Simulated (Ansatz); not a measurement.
**How far is PAW off for SrCl$_{2}$?**

```
Sr Cl
1.0
     0.00000    3.48550    3.41579
     3.48550    0.00000    3.41579
     3.48550    3.48550    0.00000
Sr Cl
1 2
Direct
  0.00000 0.00000 0.00000
  0.25000 0.25000 0.25000
  0.75000 0.75000 0.75000
```

Atoms are numbered in the order listed.

The geometry is COD entry 1541509, unchecked; take it as a test cell. The listed cell was then made from it by scaling, straining or moving an atom.

Methods: DFT, LDA, PAW with Ansatz's default frozen-core files, scalar-relativistic (Ansatz 0.2.0); DFT, LDA, all-electron PAW with datasets made for the crystal, scalar-relativistic (Ansatz 0.2.0); DFT, LDA, all-electron LAPW, scalar-relativistic (Ansatz 0.2.0).

For PAW: a Γ-centred 8×8×8 k mesh, Fermi–Dirac smearing of 0.01 eV, cutoff 420 eV, no spin polarisation; the PAW files were made with PBE, and the program remakes their frozen cores for this functional. The crystal-made all-electron datasets (AE datasets) take a cutoff of 240 eV at this cell. LAPW targets a basis error of 1 meV/atom. The Ansatz runs share mesh, smearing and spin set-up. Plane-wave (PAW) pressures include the program's estimate of the Pulay term.

Stress and pressure are positive in compression.

No spin–orbit coupling: at heavy atoms the gradients can be off by tens of per cent for that reason.

```tsv
quantity	PAW	AE datasets	LAPW
pressure (GPa)	-2.11	-2.11	-2.11
stress xx (GPa)	-2.46	-2.46	-2.46
stress zz (GPa)	-1.41	-1.40	-1.40
band gap (eV)	4.866	4.867	4.867
largest principal field gradient Vzz at Sr1 (10²¹ V/m²)	0.37	0.37	–
largest principal field gradient Vzz at Cl2 (10²¹ V/m²)	-0.64	-0.64	–
```

PAW's pressure differs from the LAPW value by about 0.01 GPa or less.
